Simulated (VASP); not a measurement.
# CaS (Fm-3m) in VASP: notebook

One crystal, CaS, is run at these levels: PBE; tasks: single point, relaxation of cell and atoms.

All numbers are computed with VASP 6.6.1; they aren't measurements. Logs are shortened: lines on timing, memory, paths and dates and some standing lists are left out, and cuts for length are marked.

### 1 The crystal as given

The structure is cubic, space group Fm-3m (No. 225). Conventional cell: a = 5.711 Å, b = 5.711 Å, c = 5.711 Å, α = 90.00°, β = 90.00°, γ = 90.00°. Ca (site symmetry m-3m) has 6 S at 2.86 Å as nearest neighbours. S (site symmetry m-3m) has 6 Ca at 2.86 Å as nearest neighbours.

The cell was built by a generator and needn't be a form met in nature.

### 2 Single point, PBE

Input file INCAR:

```
SYSTEM = CaS
PREC = Accurate
ENCUT = 520
EDIFF = 1E-6
ISMEAR = -1
SIGMA = 0.1
LREAL = .False.
LASPH = .True.
NELM = 80
ALGO = Normal
ISIF = 2
LWAVE = .False.
LCHARG = .True.
GGA = PE
LELF = .True.
LVHAR = .True.
NBANDS = 15
```

Input file KPOINTS:

```
Automatic mesh
0
Gamma
  8 8 8
  0 0 0
```

Input file POSCAR:

```
CaS
1.0
    0.0000000000      2.8557346466      2.8557346466
    2.8557346466      0.0000000000      2.8557346466
    2.8557346466      2.8557346466      0.0000000000
Ca S
1 1
Direct
    0.5000000000      0.5000000000      0.5000000000
    0.0000000000      0.0000000000      0.0000000000
```

Potentials or basis: VASP PAW PBE potentials, release 64 (Ca_sv, S).

The run is started by

```bash
> cat potpaw_PBE.64/Ca_sv/POTCAR potpaw_PBE.64/S/POTCAR > POTCAR
> mpirun -np 1 vasp_std > vasp.out
```

OUTCAR:

```text
SYSTEM = CaS
   PREC = Accurate
   ENCUT = 520
   EDIFF = 1E-6
   ISMEAR = -1
   LREAL = .False.
   LASPH = .True.
   NELM = 80
   ISIF = 2
   GGA = PE

 ion  position               nearest neighbor table
   1  0.500  0.500  0.500-   2 2.86   2 2.86   2 2.86   2 2.86   2 2.86   2 2.86
   2  0.000  0.000  0.000-   1 2.86   1 2.86   1 2.86   1 2.86   1 2.86   1 2.86

  LATTYP: Found a face centered cubic cell.
 ALAT       =     5.7114692932

  Lattice vectors:

 A1 = (   0.0000000000,   2.8557346466,   2.8557346466)
 A2 = (   2.8557346466,   0.0000000000,   2.8557346466)
 A3 = (   2.8557346466,   2.8557346466,   0.0000000000)

Analysis of symmetry for initial positions (statically):
=====================================================================
 Subroutine PRICEL returns:
 Original cell was already a primitive cell.

 Routine SETGRP: Setting up the symmetry group for a
 face centered cubic supercell.

 Subroutine GETGRP returns: Found 48 space group operations
 (whereof 48 operations were pure point group operations)
 out of a pool of 48 trial point group operations.

The static configuration has the point symmetry O_h .

Analysis of symmetry for dynamics (positions and initial velocities):
=====================================================================
 Subroutine PRICEL returns:
 Original cell was already a primitive cell.

 Routine SETGRP: Setting up the symmetry group for a
 face centered cubic supercell.

 Subroutine GETGRP returns: Found 48 space group operations
 (whereof 48 operations were pure point group operations)
 out of a pool of 48 trial point group operations.

The dynamic configuration has the point symmetry O_h .

 Subroutine INISYM returns: Found 48 space group operations
 (whereof 48 operations are pure point group operations),
 and found     1 'primitive' translations

----------------------------------------------------------------------------------------

                                     Primitive cell

  volume of cell :      46.5783

  direct lattice vectors                    reciprocal lattice vectors
     0.000000000  2.855734647  2.855734647    -0.175086295  0.175086295  0.175086295
     2.855734647  0.000000000  2.855734647     0.175086295 -0.175086295  0.175086295
     2.855734647  2.855734647  0.000000000     0.175086295  0.175086295 -0.175086295

  length of vectors
     4.038618668  4.038618668  4.038618668     0.303258359  0.303258359  0.303258359

  position of ions in fractional coordinates (direct lattice)
     0.500000000  0.500000000  0.500000000
     0.000000000  0.000000000  0.000000000

  ion indices of the primitive-cell ions
   primitive index   ion index
                 1           1
                 2           2

----------------------------------------------------------------------------------------

 KPOINTS: Automatic mesh

Automatic generation of k-mesh.
 Grid dimensions read from file:
 generate k-points for:    8    8    8

 Generating k-lattice:

  Cartesian coordinates                     Fractional coordinates (reciprocal lattice)
    -0.021885787  0.021885787  0.021885787     0.125000000  0.000000000  0.000000000
     0.021885787 -0.021885787  0.021885787     0.000000000  0.125000000  0.000000000
     0.021885787  0.021885787 -0.021885787     0.000000000  0.000000000  0.125000000

  Length of vectors
     0.037907295  0.037907295  0.037907295

  Shift w.r.t. Gamma in fractional coordinates (k-lattice)
     0.000000000  0.000000000  0.000000000

 Subroutine IBZKPT returns following result:
 ===========================================

 Found     29 irreducible k-points:

 Following reciprocal coordinates:
            Coordinates               Weight
  0.000000  0.000000  0.000000      1.000000
  0.125000  0.000000  0.000000      8.000000
  0.250000  0.000000  0.000000      8.000000
  0.375000  0.000000  0.000000      8.000000
  0.500000  0.000000  0.000000      4.000000
  0.125000  0.125000  0.000000      6.000000
[... 16 lines left out ...]
  0.500000  0.250000  0.125000     48.000000
 -0.375000  0.250000  0.125000     24.000000
 [... further k-points ...]
   k-points           NKPTS =     29   k-points in BZ     NKDIM =     29   number of bands    NBANDS=     15
   number of dos      NEDOS =    301   number of ions     NIONS =      2
   total plane-waves  NPLWV =  27000
   dimension x,y,z NGX =    30 NGY =   30 NGZ =   30
   dimension x,y,z NGXF=    60 NGYF=   60 NGZF=   60
   ions per type =               1   1
   NGX,Y,Z   is equivalent  to a cutoff of  12.35, 12.35, 12.35 a.u.
   NGXF,Y,Z  is equivalent  to a cutoff of  24.70, 24.70, 24.70 a.u.
 SYSTEM =  CaS
   PREC   = accura    normal or accurate (medium, high low for compatibility)
   ISTART =      0    job   : 0-new  1-cont  2-samecut
   ICHARG =      2    charge: 1-file 2-atom 10-const
   ISPIN  =      1    spin polarized calculation?
   LNONCOLLINEAR =      F non collinear calculations
   LSORBIT =      F    spin-orbit coupling
   LASPH  =      T    aspherical Exc in radial PAW
   ENCUT  =  520.0 eV  38.22 Ry    6.18 a.u.   7.51  7.51  7.51*2*pi/ulx,y,z
   NELM   =     80;   NELMIN=  2; NELMDL= -5     # of ELM steps
   EDIFF  = 0.1E-05   stopping-criterion for ELM
   LREAL  =      F    real-space projection
   EDIFFG = 0.1E-04   stopping-criterion for IOM
   NSW    =      0    number of steps for IOM
   IBRION =     -1    ionic relax: 0-MD 1-quasi-New 2-CG
   NFREE  =      0    steps in history (QN), initial steepest desc. (CG)
   ISIF   =      2    stress and relaxation
   ISYM   =      2    0-nonsym 1-usesym 2-fastsym
   POTIM  = 0.5000    time-step for ionic-motion
   TEBEG  =    0.0;   TEEND  =   0.0 temperature during run
   PSTRESS=    0.0 pullay stress
   NELECT =      16.0000    total number of electrons
   NUPDOWN=      -1.0000    fix difference up-down
   EMIN   =  10.00;   EMAX   =-10.00  energy-range for DOS
   EFERMI =   0.00;   METHOD = LEGACY
   ISMEAR =    -1;   SIGMA  =   0.10  broadening in eV -4-tet -1-fermi 0-gaus
   EFERMI_NEDOS =   21; number of points for ismear=-14 and -15
   IALGO  =     38    algorithm
   IMIX   =      4    mixing-type and parameters
     AMIX     =   0.40;   BMIX     =  1.00
     AMIX_MAG =   1.60;   BMIX_MAG =  1.00
  volume/ion in A,a.u.               =      23.29       157.16
  Fermi-wavevector in a.u.,A,eV,Ry     =   1.146534  2.166635 17.885409  1.314540
  Thomas-Fermi vector in A             =   2.283218
   LORBIT       =      0    0 simple, 1 ext, 2 COOP (PROOUT), +10 PAW based schemes
   GGA     = PE    functional components
[... 5 lines left out ...]
 non-spin polarized calculation
  energy-cutoff  :      520.00
  volume of cell :       46.58
 maximum number of plane-waves:      1283
   NGX = 15   NGY = 15   NGZ = 15

 number of electron      16.0000004 magnetization

 Free energy of the ion-electron system (eV)
  ---------------------------------------------------
  ext. energy  EPLUGINS =         0.00000000
  ---------------------------------------------------
  free energy    TOTEN  =       -10.36512026 eV

  energy without entropy =      -10.36511986  energy(sigma->0) =      -10.36512006

 E-fermi :   3.8819     XC(G=0):  -9.2781

 val. band max:        2.6667367682   @ k =   0.0000   0.0000   0.0000
 cond. band min:       5.0432221227   @ k =   0.5000   0.5000   0.0000
 fundamental gap:      2.3764853546
 Fermi energy:         3.8818823618

 k-point     1 :       0.0000    0.0000    0.0000
  band No.  band energies     occupation
      1     -36.5610      2.00000
      2     -17.5399      2.00000
      3     -17.5399      2.00000
      4     -17.5399      2.00000
      5      -8.6306      2.00000
      6       2.6667      1.99999
      7       2.6667      1.99999
      8       2.6667      1.99999
      9       6.7605      0.00000
     10       6.8325      0.00000
     11       6.8325      0.00000
     12       6.8325      0.00000
     13       7.4187      0.00000
     14       7.4187      0.00000
     15      13.5118      0.00000

 k-point     2 :       0.1250    0.0000    0.0000
  band No.  band energies     occupation
      1     -36.5594      2.00000
      2     -17.5641      2.00000
      3     -17.5418      2.00000
      4     -17.5418      2.00000
      5      -8.5252      2.00000
      6       2.0122      2.00000
      7       2.4457      2.00000
      8       2.4457      2.00000
      9       6.8174      0.00000
     10       7.0582      0.00000
     11       7.0582      0.00000
     12       7.5365      0.00000
     13       7.8203      0.00000
     14       7.8203      0.00000
     15      13.6257      0.00000

 k-point     3 :       0.2500    0.0000    0.0000
  band No.  band energies     occupation
      1     -36.5556      2.00000
      2     -17.6214      2.00000
      3     -17.5463      2.00000
      4     -17.5463      2.00000
      5      -8.2579      2.00000
      6       0.8600      2.00000
      7       2.0092      2.00000
      8       2.0092      2.00000
      9       6.9439      0.00000
     10       7.6307      0.00000
     11       7.6307      0.00000
     12       8.8209      0.00000
     13       8.8209      0.00000
     14       8.8695      0.00000
     15      12.9783      0.00000
[... 343 lines left out ...]
 k-point    23 :       0.5000    0.2500    0.1250
  band No.  band energies     occupation
      1     -36.5497      2.00000
      2     -17.6585      2.00000
      3     -17.5847      2.00000
      4     -17.5607      2.00000
      5      -7.9482      2.00000
      6       0.1934      2.00000
      7       1.3760      2.00000
      8       1.6037      2.00000
      9       6.9766      0.00000
     10       8.4973      0.00000
     11       8.7884      0.00000
     12       8.9147      0.00000
     13       9.5489      0.00000
     14      11.0134      0.00000
     15      11.4360      0.00000

 k-point    24 :      -0.3750    0.2500    0.1250
  band No.  band energies     occupation
      1     -36.5484      2.00000
      2     -17.6705      2.00000
      3     -17.5877      2.00000
      4     -17.5652      2.00000
      5      -7.8708      2.00000
      6       0.0637      2.00000
      7       1.1886      2.00000
      8       1.5158      2.00000
      9       7.6364      0.00000
     10       7.9557      0.00000
     11       9.0760      0.00000
     12       9.3824      0.00000
     13       9.6674      0.00000
     14      10.6320      0.00000
     15      11.8989      0.00000

 [... further k-points ...]

------------------------ aborting loop because EDIFF is reached ----------------------------------------

  FORCE on cell =-STRESS in cart. coord.  units (eV):
  Direction    XX          YY          ZZ          XY          YZ          ZX
  --------------------------------------------------------------------------------------
  -------------------------------------------------------------------------------------
  Total        0.0466170      0.0466170      0.0466170     -0.0000000      0.0000000     -0.0000000
  in kB        1.6035098      1.6035098      1.6035098     -0.0000000      0.0000000     -0.0000000
  external PRESSURE =       1.6035098 kB  Pullay stress =       0.0000000 kB

 VOLUME and BASIS-vectors are now :
 -----------------------------------------------------------------------------
  energy-cutoff  :      520.00
  volume of cell :       46.58
      direct lattice vectors                 reciprocal lattice vectors
     0.000000000  2.855734647  2.855734647    -0.175086295  0.175086295  0.175086295
     2.855734647  0.000000000  2.855734647     0.175086295 -0.175086295  0.175086295
     2.855734647  2.855734647  0.000000000     0.175086295  0.175086295 -0.175086295

 POSITION                                       TOTAL-FORCE (eV/Angst)
 -----------------------------------------------------------------------------------
      2.85573      2.85573      2.85573         0.000000     -0.000000     -0.000000
      0.00000      0.00000      0.00000        -0.000000      0.000000      0.000000
 -----------------------------------------------------------------------------------
    total drift:                                0.000000      0.000000      0.000000

  FREE ENERGIE OF THE ION-ELECTRON SYSTEM (eV)
  ---------------------------------------------------
  free  energy   TOTEN  =       -10.3651202644 eV

  energy  without entropy=      -10.3651198588  energy(sigma->0) =      -10.36512006
```

It took 21 s on 1 thread of AMD EPYC 7R13 (Zen 3), shared host; peak memory 0.14 GiB.

Results:

```yaml
Free_energy: -10.3651 eV
Pressure: 0.2 GPa
Band_gap_on_the_k_mesh: 2.38 eV, indirect (least direct gap 3.18 eV)
```

Levels at points of the mesh, in eV from the valence-band top:
| k point | band 6 | band 7 | band 8 | band 9 | band 10 | band 11 |
| --- | --- | --- | --- | --- | --- | --- |
| (0.00, 0.00, 0.00) | 0.00 | 0.00 | 0.00 | 4.09 | 4.17 | 4.17 |
| (0.50, 0.00, 0.00) | -3.06 | -1.14 | -1.14 | 5.20 | 6.03 | 6.17 |
| (0.50, 0.50, 0.00) | -2.26 | -0.80 | -0.80 | 2.38 | 5.59 | 5.98 |

### 3 Relaxation of cell and atoms, PBE

This run uses another cell than the first one, of 20.44 Å³/atom, 0.878 times its volume.

Input file INCAR:

```
PREC = Accurate
ENCUT = 600
EDIFF = 1E-6
ISMEAR = -1
SIGMA = 0.1
LREAL = False
LASPH = True
NELM = 100
ALGO = Normal
ISIF = 3
LWAVE = False
LCHARG = False
GGA = PE
IBRION = 2
NSW = 60
EDIFFG = -0.01
```

Input file KPOINTS:

```
regular mesh
0
Gamma
  8 8 8
```

Input file POSCAR:

```
CaS
1.0
    0.0000000000      2.7344000000      2.7344000000
    2.7344000000      0.0000000000      2.7344000000
    2.7344000000      2.7344000000      0.0000000000
Ca S
1 1
Direct
    0.5000000000      0.5000000000      0.5000000000
    0.0000000000      0.0000000000      0.0000000000
```

Potentials or basis: VASP PAW PBE potentials, release 64 (Ca_sv, S).

The run is started by

```bash
> cat potpaw_PBE.64/Ca_sv/POTCAR potpaw_PBE.64/S/POTCAR > POTCAR
> mpirun -np 1 vasp_std > vasp.out
```

Run time: 70 s. Hardware: 1 thread of AMD EPYC 7R13 (Zen 3), shared host; peak memory 0.15 GiB.

The run converged. Its results:

```yaml
Free_energy: -10.3646 eV
Relaxed_volume: 23.34 Å³/atom
Relaxed_cell: a = 4.042 Å, b = 4.042 Å, c = 4.042 Å, α = 60.00°, β = 60.00°, γ = 60.00°
Space_group_after_relaxing_to_0.05_Å: Fm-3m (No. 225)
Energy_gained_by_relaxing: 81.3 meV/atom
Ionic_steps: 3
Pressure_after_relaxing: 0.0 GPa
Band_gap_on_the_k_mesh: 2.38 eV, indirect (least direct gap 3.18 eV)
```

Step by step:
```tsv
step	energy change (eV)	largest force (eV/Å)	pressure (GPa)	volume (Å³)
1	0.0000	0.0000	10.01	40.89
2	-0.1454	0.0000	-2.40	48.93
3	-0.1626	0.0000	0.05	46.68
```

Final structure:
```
Ca S
1.0
     0.00000    2.85785    2.85785
     2.85785    0.00000    2.85785
     2.85785    2.85785    0.00000
Ca S
1 1
Direct
  0.50000 0.50000 0.50000
  0.00000 0.00000 0.00000
```

Levels at points of the mesh, in eV from the valence-band top:
| k point | band 4 | band 5 | band 6 | band 7 | band 8 | band 9 | band 10 | band 11 | band 12 |
| --- | --- | --- | --- | --- | --- | --- | --- | --- | --- |
| (0.00, 0.00, 0.00) | -20.21 | -11.29 | 0.00 | 0.00 | 0.00 | 4.08 | 4.17 | 4.17 | 4.17 |
| (0.50, 0.00, 0.00) | -20.23 | -10.50 | -3.05 | -1.14 | -1.14 | 5.20 | 6.03 | 6.16 | 6.16 |
| (0.50, 0.50, 0.00) | -20.26 | -10.68 | -2.25 | -0.80 | -0.80 | 2.38 | 5.58 | 5.97 | 6.72 |
